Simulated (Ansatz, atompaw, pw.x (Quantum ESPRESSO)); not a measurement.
pw.x on fcc H: one setting changed

Potential: PAW, atompaw 4.2.0.5, PBE; core none, reference 1s1; waves: 1s (bound): rc 1.10 bohr; 1s channel at -0.15 Ry: rc 1.10 bohr; 2p channel at 0.05 Ry: rc 1.10 bohr; 2p channel at 1.75 Ry: rc 1.05 bohr; local part: bessel scheme, radius 1.05 bohr; core correction: none; augmentation: sinc compensation charge, radius 0.80 bohr; PAW radius 1.10 bohr; waves and projectors: custom polynom2 7 10 vanderbiltortho.

The reference run (k-mesh 18³, cutoffs 40/400 Ry, Fermi–Dirac 0.01 Ry, mixing_beta 0.4, conv_thr 1e-9, no spin) gives 0.03 GPa at 2.975 Å³/atom, where all-electron LAPW gives -0.20 GPa. This run, with its own iteration cap, changes k-mesh points per axis to 3.

```
&control
  calculation='scf', prefix='x', pseudo_dir='./', outdir='./tmp', tstress=.true., disk_io='none'
/
&system
  ibrav=0, nat=1, ntyp=1, ecutwfc=40, ecutrho=400, nbnd=7,
  occupations='smearing', smearing='fd', degauss=0.01
/
&electrons
  conv_thr=1e-09, mixing_beta=0.4, electron_maxstep=50
/
ATOMIC_SPECIES
H 1.0 H.UPF
CELL_PARAMETERS angstrom
  0.00000000 1.14152561 1.14152561
  1.14152561 0.00000000 1.14152561
  1.14152561 1.14152561 0.00000000
ATOMIC_POSITIONS crystal
H 0.0000 0.0000 0.0000
K_POINTS automatic
3 3 3 0 0 0
```

```bash
pw.x < H.scf.in > H.scf.out
```

Task: How does the run end?

Result: It converges in 5 iterations; the free energy moves by -539.2 meV/atom and the pressure by -23.21 GPa.

```
Message from routine setup:
     using ibrav=0 with symmetry is DISCOURAGED, use correct ibrav instead
     lattice parameter (alat)  =       3.0507  a.u.
     unit-cell volume          =      20.0763 (a.u.)^3
     number of electrons       =         1.00
     number of Kohn-Sham states=            7
     kinetic-energy cutoff     =      40.0000  Ry
     charge density cutoff     =     400.0000  Ry
     scf convergence threshold =      1.0E-09
     Exchange-correlation= SLA PW PBX PBC
     number of k points=     4  Fermi-Dirac smearing, width (Ry)=  0.0100
     iteration #  1     ecut=    40.00 Ry     beta= 0.40
     total energy              =      -1.11534699 Ry
     estimated scf accuracy    <       0.00003659 Ry
     iteration #  2     ecut=    40.00 Ry     beta= 0.40
     total energy              =      -1.11541652 Ry
     estimated scf accuracy    <       0.00001361 Ry
     iteration #  3     ecut=    40.00 Ry     beta= 0.40
     total energy              =      -1.11541705 Ry
     estimated scf accuracy    <       0.00000002 Ry
     iteration #  4     ecut=    40.00 Ry     beta= 0.40
     total energy              =      -1.11541713 Ry
     estimated scf accuracy    <          3.8E-09 Ry
     iteration #  5     ecut=    40.00 Ry     beta= 0.40
     the Fermi energy is    -0.3013 ev
!    total energy              =      -1.11541715 Ry
     estimated scf accuracy    <          2.5E-12 Ry
     smearing contrib. (-TS)   =      -0.00249927 Ry
     convergence has been achieved in   5 iterations
          total   stress  (Ry/bohr**3)                   (kbar)     P=     -231.81
     Message from routine punch:
     Nothing written, as per user request (disk_io='none')
```

The run took about 1.3 s on one core of a shared host (Intel(R) Xeon(R) Platinum 8488C, 96 threads, 372 GiB, load 64).
